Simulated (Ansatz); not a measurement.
WS2:

```xyz
3
Lattice="1.5790 0.9116 6.1633 -1.5790 0.9116 6.1633 0.0000 -1.8233 6.1633" Properties=species:S:1:pos:R:3 pbc="T T T"
W     0.0000    0.0000    0.0000
S     0.0000    0.0000   10.7427
S     0.0000    0.0000   13.8730
```

Measurements of this composition are mostly on another form, of space group No. 194.

Base run:

```yaml
Program: Ansatz 0.2.0
Functional: PBE0
Potentials_or_basis: Ansatz PAW
Cutoff: 420 eV
Density_cutoff: 1680 eV
k_mesh: 6 × 6 × 6
Occupations: fermi-dirac, width 0.05 eV
Spin: no spin polarisation
```

Its results: band gap on the k mesh 2.20 eV, indirect (least direct gap 3.06 eV); largest force 0.657 eV/Å.

Q: After a change of settings the same cell gave: band gap on the k mesh 2.30 eV, indirect (least direct gap 3.69 eV); largest force 0.655 eV/Å. Which change was it?
A. functional from PBE0 to HSE06
B. k mesh from 6 × 6 × 6 to 5 × 5 × 5; dispersion from none to D3(BJ)
C. functional from PBE0 to HSE06; k mesh from 6 × 6 × 6 to 8 × 8 × 8

A: B.

Caveats: some runs use coarse meshes; spin-orbit coupling is left out, which moves the levels of the heavy elements; the PAW data sets come from PBE, with cores solved anew for the run's functional, which leaves a small shift of forces and pressure; the k mesh misses the band edges, so the gap on the mesh is wider than the one along the path (some runs).

Not every run made on this cell is shown here.
